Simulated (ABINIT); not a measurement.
# Mo (Im-3m) in ABINIT: further runs

Aim: see how the results for Mo move with the level of theory and the settings. Levels: PBEsol, LDA, RPBE, PBE. Tasks: equation of state, band structure.

Program: ABINIT 10.8.3 (patched build). These are calculated values, not measurements. Logs are shortened: lines on timing, memory, paths and dates and some standing lists are left out, and cuts for length are marked. The log counts tension as positive stress, the text compression.

## (1) Starting point

The structure is cubic, space group Im-3m (No. 229). The conventional cell has a = 3.168 Å, b = 3.168 Å, c = 3.168 Å, α = 90.00°, β = 90.00°, γ = 90.00°. Around Mo (site symmetry m-3m) lie 8 Mo at 2.74 Å.

## (2) Equation of state, PBEsol

run.abi

```
ndtset 7
getwfk -1
scalecart1 3*0.9795861087
scalecart2 3*0.9864848297
scalecart3 3*0.9932883884
scalecart4 3*1.0000000000
scalecart5 3*1.0066227096
scalecart6 3*1.0131594038
scalecart7 3*1.0196128224

pp_dirpath "./"
pseudos "Mo.GGA_PBE-JTH.xml"

acell 3*1.0 Angstrom
rprim
    -1.5838089719     1.5838089719     1.5838089719
     1.5838089719    -1.5838089719     1.5838089719
     1.5838089719     1.5838089719    -1.5838089719
ntypat 1
znucl 42
natom 1
typat 1
xred
     0.0000000000     0.0000000000     0.0000000000

ecut 571.439111 eV
pawecutdg 42.0

kptopt 1
ngkpt 12 12 12
nshiftk 1
shiftk 0.0 0.0 0.0

ixc -116133

nband 11
occopt 3
tsmear 0.05 eV

nstep 100
tolvrs 1.0e-9

iomode 3
prtwf 1
prtden 0
prteig 0
prtebands 0
enunit 2
```

Potentials or basis: JTH PAW PBE v2.0.

Launch:

```bash
abinit run.abi > log 2>&1
```

run.abo:

```text
.Version 10.8.3 of ABINIT
 DATASET    1 : space group Im -3 m (#229); Bravais cI (body-center cubic)
================================================================================
 Values of the parameters that define the memory need for DATASET  1.
     intxc =       0    ionmov =       0      iscf =      17    lmnmax =      18
     lnmax =       6     mgfft =      24  mpssoang =       3    mqgrid =    3001
     natom =       1  nloc_mem =       2    nspden =       1   nspinor =       1
    nsppol =       1      nsym =      48    n1xccc =       1    ntypat =       1
    occopt =       3   xclevel =       2
       mpw =         474          nfft =       13824          nkpt =          72
 PAW method is used; the additional fine FFT grid is defined by:
   mgfftf=        30    nfftf =     27000
================================================================================
================================================================================

 DATASET    2 : space group Im -3 m (#229); Bravais cI (body-center cubic)
================================================================================
 Values of the parameters that define the memory need for DATASET  2.
     intxc =       0    ionmov =       0      iscf =      17    lmnmax =      18
     lnmax =       6     mgfft =      24  mpssoang =       3    mqgrid =    3001
     natom =       1  nloc_mem =       2    nspden =       1   nspinor =       1
    nsppol =       1      nsym =      48    n1xccc =       1    ntypat =       1
    occopt =       3   xclevel =       2
       mpw =         484          nfft =       13824          nkpt =          72
 PAW method is used; the additional fine FFT grid is defined by:
   mgfftf=        30    nfftf =     27000
================================================================================
================================================================================
[... 57 lines left out ...]
 DATASET    7 : space group Im -3 m (#229); Bravais cI (body-center cubic)
================================================================================
 Values of the parameters that define the memory need for DATASET  7.
     intxc =       0    ionmov =       0      iscf =      17    lmnmax =      18
     lnmax =       6     mgfft =      24  mpssoang =       3    mqgrid =    3001
     natom =       1  nloc_mem =       2    nspden =       1   nspinor =       1
    nsppol =       1      nsym =      48    n1xccc =       1    ntypat =       1
    occopt =       3   xclevel =       2
       mpw =         539          nfft =       13824          nkpt =          72
 PAW method is used; the additional fine FFT grid is defined by:
   mgfftf=        32    nfftf =     32768
================================================================================
================================================================================

--------------------------------------------------------------------------------
------------- Echo of variables that govern the present computation ------------
--------------------------------------------------------------------------------
 -outvars: echo values of preprocessed input variables --------
            acell      1.8897261259E+00  1.8897261259E+00  1.8897261259E+00 Bohr
              amu      9.59400000E+01
             ecut      2.10000000E+01 Hartree
           enunit           2
           getwfk          -1
                       outvar_i_n : Printing only first  50 k-points.
              ixc     -116133
           jdtset        1    2    3    4    5    6    7
                       outvar_i_n : Printing only first  50 k-points.
         kptrlatt       12    0    0      0   12    0      0    0   12
          kptrlen1     6.09377139E+01
          kptrlen2     6.13668669E+01
          kptrlen3     6.17901000E+01
          kptrlen4     6.22076133E+01
          kptrlen5     6.26195963E+01
          kptrlen6     6.30262285E+01
          kptrlen7     6.34276802E+01
            natom           1
            nband          11
           ndtset           7
            ngfft          24      24      24
          ngfftdg1         30      30      30
          ngfftdg2         30      30      30
          ngfftdg3         32      32      32
          ngfftdg4         32      32      32
          ngfftdg5         32      32      32
          ngfftdg6         32      32      32
          ngfftdg7         32      32      32
             nkpt          72
            nstep         100
             nsym          48
           ntypat           1
                       prtocc : prtvol=0, do not print more k-points.
           occopt           3
        pawecutdg      4.20000000E+01 Hartree
         pawxcdev           0
           prtden           0
        prtebands           0
           prteig           0
            rprim1    -1.5514772677E+00  1.5514772677E+00  1.5514772677E+00
                       1.5514772677E+00 -1.5514772677E+00  1.5514772677E+00
                       1.5514772677E+00  1.5514772677E+00 -1.5514772677E+00
            rprim2    -1.5624035239E+00  1.5624035239E+00  1.5624035239E+00
                       1.5624035239E+00 -1.5624035239E+00  1.5624035239E+00
                       1.5624035239E+00  1.5624035239E+00 -1.5624035239E+00
            rprim3    -1.5731790612E+00  1.5731790612E+00  1.5731790612E+00
                       1.5731790612E+00 -1.5731790612E+00  1.5731790612E+00
                       1.5731790612E+00  1.5731790612E+00 -1.5731790612E+00
            rprim4    -1.5838089719E+00  1.5838089719E+00  1.5838089719E+00
                       1.5838089719E+00 -1.5838089719E+00  1.5838089719E+00
                       1.5838089719E+00  1.5838089719E+00 -1.5838089719E+00
            rprim5    -1.5942980788E+00  1.5942980788E+00  1.5942980788E+00
                       1.5942980788E+00 -1.5942980788E+00  1.5942980788E+00
                       1.5942980788E+00  1.5942980788E+00 -1.5942980788E+00
            rprim6    -1.6046509537E+00  1.6046509537E+00  1.6046509537E+00
                       1.6046509537E+00 -1.6046509537E+00  1.6046509537E+00
                       1.6046509537E+00  1.6046509537E+00 -1.6046509537E+00
            rprim7    -1.6148719360E+00  1.6148719360E+00  1.6148719360E+00
                       1.6148719360E+00 -1.6148719360E+00  1.6148719360E+00
                       1.6148719360E+00  1.6148719360E+00 -1.6148719360E+00
          spgroup         229
           tolvrs      1.00000000E-09
           tsmear      1.83746611E-03 Hartree
            typat      1
           useylm           1
                       outvars : Printing only first  50 k-points.
            znucl       42.00000

================================================================================

 chkinp: Checking input parameters for consistency, jdtset=   1.

 chkinp: Checking input parameters for consistency, jdtset=   2.

 chkinp: Checking input parameters for consistency, jdtset=   3.

 chkinp: Checking input parameters for consistency, jdtset=   4.

 chkinp: Checking input parameters for consistency, jdtset=   5.

 chkinp: Checking input parameters for consistency, jdtset=   6.

 chkinp: Checking input parameters for consistency, jdtset=   7.

================================================================================
== DATASET  1 ==================================================================
[... 18 lines left out ...]
 getcut: wavevector=  0.0000  0.0000  0.0000  ngfft=  24  24  24
         ecut(hartree)=     21.000   => boxcut(ratio)=   2.29103

 getcut : COMMENT -
  Note that boxcut > 2.2 ; recall that boxcut=Gcut(box)/Gcut(sphere) = 2
  is sufficient for exact treatment of convolution.
  Such a large boxcut is a waste : you could raise ecut
  e.g. ecut=   27.556396 Hartrees makes boxcut=2

 Fine grid specifications (used for densities):

 getcut: wavevector=  0.0000  0.0000  0.0000  ngfft=  30  30  30
         ecut(hartree)=     42.000   => boxcut(ratio)=   2.02501

--- Pseudopotential description ------------------------------------------------
- pspini: atom type   1  psp file is ./Mo.GGA_PBE-JTH.xml
 Pseudopotential format is: paw10
 basis_size (lnmax)=  6 (lmn_size= 18), orbitals=   0   0   1   1   2   2
 Spheres core radius: rc_sph= 2.20740211
 Shapefunction is SIN type: shapef(r)=[sin(pi*r/rshp)/(pi*r/rshp)]**2
 Radius for shape functions =  1.91008465
 Compensation charge density is not taken into account in XC energy/potential

   3.87899950E+02                                ecore*ucvol(ha*bohr**3)
--------------------------------------------------------------------------------

================================================================================

--- !BeginCycle
iteration_state: {dtset: 1, }
solver: {iscf: 17, nstep: 100, nline: 4, wfoptalg: 10, }
tolerances: {tolvrs: 1.00E-09, }
...

     iter   Etot(hartree)      deltaE(h)  residm     nres2
 ETOT  1  -68.491585750020    -6.849E+01 1.197E+00 6.090E+00
 ETOT  2  -68.844551193502    -3.530E-01 4.990E-02 1.029E+00
 ETOT  3  -68.841440473157     3.111E-03 1.292E-02 6.662E-02
 ETOT  4  -68.841648649839    -2.082E-04 3.006E-03 8.921E-03
 ETOT  5  -68.841667541570    -1.889E-05 1.619E-03 5.747E-05
 ETOT  6  -68.841668252921    -7.114E-07 2.013E-03 1.241E-06
 ETOT  7  -68.841668288484    -3.556E-08 7.046E-04 1.937E-08
 ETOT  8  -68.841668290188    -1.705E-09 1.483E-03 1.717E-08
 ETOT  9  -68.841668290201    -1.302E-11 3.660E-04 4.432E-11
[... 1200 lines left out ...]
--- !EnergyTermsWithPAWCore
iteration_state     : {dtset: 7, }
comment             : 'Components of total free energy, including PAW core contributions'
Total energy        : -4.04687021652170E+03
Total energy DC     : -4.04687021726138E+03
Total energy (eV)   : -1.10120948549129E+05
Total energy DC (eV): -1.10120948569257E+05
...

 Cartesian components of stress tensor (hartree/bohr^3)
  sigma(1 1)=  7.29099912E-04  sigma(3 2)=  0.00000000E+00
  sigma(2 2)=  7.29099912E-04  sigma(3 1)=  0.00000000E+00
  sigma(3 3)=  7.29099912E-04  sigma(2 1)=  0.00000000E+00

-Cartesian components of stress tensor (GPa)         [Pressure= -2.1451E+01 GPa]
- sigma(1 1)=  2.14508600E+01  sigma(3 2)=  0.00000000E+00
- sigma(2 2)=  2.14508600E+01  sigma(3 1)=  0.00000000E+00
- sigma(3 3)=  2.14508600E+01  sigma(2 1)=  0.00000000E+00

== END DATASET(S) ==============================================================
================================================================================

 -outvars: echo values of variables after computation  --------
            acell      1.8897261259E+00  1.8897261259E+00  1.8897261259E+00 Bohr
           etotal1    -6.8841668290E+01
           etotal2    -6.8842040615E+01
           etotal3    -6.8841973393E+01
           etotal4    -6.8841505819E+01
           etotal5    -6.8840681926E+01
           etotal6    -6.8839538594E+01
           etotal7    -6.8838109697E+01
            fcart1    -0.0000000000E+00 -0.0000000000E+00 -0.0000000000E+00
            fcart2    -0.0000000000E+00 -0.0000000000E+00 -0.0000000000E+00
            fcart3    -0.0000000000E+00 -0.0000000000E+00 -0.0000000000E+00
            fcart4    -0.0000000000E+00 -0.0000000000E+00 -0.0000000000E+00
            fcart5    -0.0000000000E+00 -0.0000000000E+00 -0.0000000000E+00
            fcart6    -0.0000000000E+00 -0.0000000000E+00 -0.0000000000E+00
            fcart7    -0.0000000000E+00 -0.0000000000E+00 -0.0000000000E+00
            rprim1    -1.5514772677E+00  1.5514772677E+00  1.5514772677E+00
                       1.5514772677E+00 -1.5514772677E+00  1.5514772677E+00
                       1.5514772677E+00  1.5514772677E+00 -1.5514772677E+00
            rprim2    -1.5624035239E+00  1.5624035239E+00  1.5624035239E+00
                       1.5624035239E+00 -1.5624035239E+00  1.5624035239E+00
                       1.5624035239E+00  1.5624035239E+00 -1.5624035239E+00
            rprim3    -1.5731790612E+00  1.5731790612E+00  1.5731790612E+00
                       1.5731790612E+00 -1.5731790612E+00  1.5731790612E+00
                       1.5731790612E+00  1.5731790612E+00 -1.5731790612E+00
            rprim4    -1.5838089719E+00  1.5838089719E+00  1.5838089719E+00
                       1.5838089719E+00 -1.5838089719E+00  1.5838089719E+00
                       1.5838089719E+00  1.5838089719E+00 -1.5838089719E+00
            rprim5    -1.5942980788E+00  1.5942980788E+00  1.5942980788E+00
                       1.5942980788E+00 -1.5942980788E+00  1.5942980788E+00
                       1.5942980788E+00  1.5942980788E+00 -1.5942980788E+00
            rprim6    -1.6046509537E+00  1.6046509537E+00  1.6046509537E+00
                       1.6046509537E+00 -1.6046509537E+00  1.6046509537E+00
                       1.6046509537E+00  1.6046509537E+00 -1.6046509537E+00
            rprim7    -1.6148719360E+00  1.6148719360E+00  1.6148719360E+00
                       1.6148719360E+00 -1.6148719360E+00  1.6148719360E+00
                       1.6148719360E+00  1.6148719360E+00 -1.6148719360E+00
           strten1    -2.8310712157E-04 -2.8310712157E-04 -2.8310712157E-04
                       0.0000000000E+00  0.0000000000E+00  0.0000000000E+00
           strten2    -6.5669812132E-05 -6.5669812132E-05 -6.5669812132E-05
                       0.0000000000E+00  0.0000000000E+00  0.0000000000E+00
           strten3     1.2969919748E-04  1.2969919748E-04  1.2969919748E-04
                       0.0000000000E+00  0.0000000000E+00  0.0000000000E+00
           strten4     3.0520840334E-04  3.0520840334E-04  3.0520840334E-04
                       0.0000000000E+00  0.0000000000E+00  0.0000000000E+00
           strten5     4.6234834742E-04  4.6234834742E-04  4.6234834742E-04
                       0.0000000000E+00  0.0000000000E+00  0.0000000000E+00
           strten6     6.0307752470E-04  6.0307752470E-04  6.0307752470E-04
                       0.0000000000E+00  0.0000000000E+00  0.0000000000E+00
           strten7     7.2909991170E-04  7.2909991170E-04  7.2909991170E-04
                       0.0000000000E+00  0.0000000000E+00  0.0000000000E+00
 Calculation completed.
```

It took 1.8 min on 1 thread of Arm Neoverse N1, shared host; peak memory 0.13 GiB.

Results:

* Equilibrium volume: 15.36 Å³/atom
* Bulk modulus: 283 GPa
* Pressure derivative of the bulk modulus: 4.3

Energy against volume, from the lowest point:
```
volume (Å³/atom)  energy (meV/atom)
          14.938              10.13
          15.256               0.00
          15.574               1.83
          15.892              14.55
          16.209              36.97
          16.527              68.08
          16.845             106.97
```

Caveat: pressures at fixed basis lie under the slope of the energies; the PAW data sets were made with another functional, which shifts forces and pressure a little.

[end of part 1 of 2]
